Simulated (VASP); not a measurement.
Here is a VASP 6.6.1 calculation.

The input INCAR:

```
PREC = Accurate
ENCUT = 520
EDIFF = 1E-7
ISMEAR = 0
SIGMA = 0.05
LREAL = F
LASPH = T
NELM = 60
ALGO = Normal
ISIF = 4
LWAVE = F
LCHARG = F
LDIPOL = T
IDIPOL = 3
DIPOL = 0.5 0.5 0.500
IBRION = 2
NSW = 100
EDIFFG = -0.003
```

Contents of KPOINTS:

```
regular mesh
0
Gamma
  12 12 1
```

The input POSCAR:

```
WSe2
1.0
    3.3178532700      0.0000000000      0.0000000000
   -1.6589266300      2.8733452200      0.0000000000
    0.0000000000      0.0000000000     21.3252245550
W Se
1 2
Direct
    0.6666666700      0.3333333300      0.5000240677
    0.3333333300      0.6666666700      0.5779645848
    0.3333333300      0.6666666700      0.4220354152
```

Potentials or basis: VASP PAW LDA potentials, release 64 (W_sv, Se).

Command:

```console
$ cat potpaw_LDA.64/W_sv/POTCAR potpaw_LDA.64/Se/POTCAR > POTCAR
$ mpirun -np 1 vasp_std > vasp.out
```

(1) Estimate the energy gained by relaxing.

(2) Estimate the band gap on the k mesh.

Answers

(1) 13.8 meV/atom.

(2) 1.68 eV, indirect (least direct gap 1.74 eV).

Caveat: spin-orbit coupling is left out, which moves the levels of the heavy elements.
